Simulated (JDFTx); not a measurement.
**Nb: equation of state with r2SCAN**

**What was measured.**

From “Pressure effects on the electronic structure and superconductivity of (TaNb)0.67(HfZrTi)0.33 high entropy alloy”, 2019, arxiv:1910.08312, for a bulk crystal of Nb: bulk modulus 169 GPa.

Crystal: Nb.

```xyz
1
Lattice="-1.6640 1.6640 1.6640 1.6640 -1.6640 1.6640 1.6640 1.6640 -1.6640" Properties=species:S:1:pos:R:3 pbc="T T T"
Nb    0.0000    0.0000    0.0000
```

```json
{
 "Program": "JDFTx 1.7.0 (patched build)",
 "Task": "equation of state",
 "Functional": "r2SCAN",
 "Potentials or basis": "SG15-PBE-1.2",
 "Cutoff": "1088 eV",
 "Density cutoff": "4354 eV",
 "k mesh": "11 × 11 × 11",
 "Occupations": "fermi-dirac, width 0.05 eV",
 "Spin": "no spin polarisation"
}
```

| Item | Value |
| --- | --- |
| Equilibrium volume | 18.11 Å³/atom |
| Bulk modulus | 182 GPa |
| Pressure derivative of the bulk modulus | 3.7 |

Energy against volume, from the lowest point:
| volume (Å³/atom) | energy (meV/atom) |
| --- | --- |
| 17.322 | 20.77 |
| 17.691 | 5.65 |
| 18.060 | 0.00 |
| 18.428 | 3.04 |
| 18.797 | 13.93 |
| 19.165 | 31.96 |
| 19.534 | 56.52 |

Measured bulk modulus of Nb: 169 GPa (quoted in “Pressure effects on the electronic structure and superconductivity of (TaNb)0.67(HfZrTi)0.33 high entropy alloy”, 2019, arxiv:1910.08312). This calculation gives 182 GPa (+7.8 %). The fit is for a static lattice scaled at fixed shape and fixed fractional positions.

Caveat: the potentials were made for another functional, which shifts forces and pressure.
